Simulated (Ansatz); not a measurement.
Write the native input for Ansatz 0.2.0 that does the following.

```
Task                                : band structure
Functional                          : PBEsol
Potentials or basis                 : JTH PAW
Cutoff                              : 1230 eV (not typed: the program's choice for these potentials)
k mesh                              : 7 × 7 × 7
Occupations                         : fermi-dirac, width 0.05 eV
Spin                                : no spin polarisation
Path                                : [["G", "X", "M", "G", "R", "X"], ["M", "R"]]
Points for each segment of the path : 14
```

Crystal: TiPt3.

```
Pt Ti
1.0
     3.89700    0.00000    0.00000
     0.00000    3.89700    0.00000
     0.00000    0.00000    3.89700
Pt Ti
3 1
Direct
  0.50000 0.50000 0.00000
  0.50000 0.00000 0.50000
  0.00000 0.50000 0.50000
  0.00000 0.00000 0.00000
```

These files were run (other wordings do the same):

input.yaml

```yaml
crystal:
  lattice:
    - [3.897, 0.0, 0.0]
    - [0.0, 3.897, 0.0]
    - [0.0, 0.0, 3.897]
  atoms:
    - { symbol: Pt, position: [0.5, 0.5, 0.0] }
    - { symbol: Pt, position: [0.5, 0.0, 0.5] }
    - { symbol: Pt, position: [0.0, 0.5, 0.5] }
    - { symbol: Ti, position: [0.0, 0.0, 0.0] }
hamiltonian:
  xc: pbesol
  pseudopotentials: { kind: paw, source: jth, xc_functional: pbe }
kpoints:
  mp_grid: { grid: [7, 7, 7] }
  band_path:
    path:
      - [[0.0, 0.0, 0.0], [0.0, 0.5, 0.0], [0.5, 0.5, 0.0], [0.0, 0.0, 0.0], [0.5, 0.5, 0.5], [0.0, 0.5, 0.0]]
      - [[0.5, 0.5, 0.0], [0.5, 0.5, 0.5]]
    npoints: 14
scf:
  occupations: { method: fermi_dirac, width: 0.05 }
  n_extra_bands: 10
output:
  forces: true
  stress: true
  eigenvalues: true
  fatbands: false
```

Potentials or basis: JTH PAW.

Run with:

```bash
$ ansatz run input.yaml --threads 2 --pin off --max-ram 5632MiB --backend cpu --events-out ev --progress --plain --runs-dir out
```

It gave:

* Pressure: 1.4 GPa
* Band gap on the k mesh: none (metal or under the smearing width)

Caveat: spin-orbit coupling is left out, which moves the levels of the heavy elements.

Run time: 26 s on 2 threads of Intel(R) Xeon(R) Processor @ 2.50GHz (Skylake/Cascade Lake) (shared host), peak memory 0.68 GiB.
